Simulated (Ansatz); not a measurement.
The system is RbBr.

```
Rb Br
1.0
     0.00000    3.42700    3.42700
     3.42700    0.00000    3.42700
     3.42700    3.42700    0.00000
Rb Br
1 1
Direct
  0.00000 0.00000 0.00000
  0.50000 0.50000 0.50000
```

Base run:

| Item | Value |
| --- | --- |
| Program | Ansatz 0.2.0 |
| Functional | LDA |
| Potentials or basis | Ansatz PAW |
| Cutoff | 420 eV (not typed: the program's choice for these potentials) |
| k mesh | 7 × 7 × 7 |
| Occupations | fermi-dirac, width 0.05 eV |
| Spin | no spin polarisation |

Its results: band gap on the k mesh 3.95 eV, direct; pressure -1.2 GPa.

**Question.** The run is repeated on the same cell with these changes: functional from LDA to PBEsol. What comes out?

**Answer.** Band gap on the k mesh 4.21 eV, direct; pressure -0.1 GPa.

PBEsol binds less tightly than LDA, so the same cell stands under more pressure.

Caveats: the PAW data sets come from PBE, with cores solved anew for the run's functional, which leaves a small shift of forces and pressure.
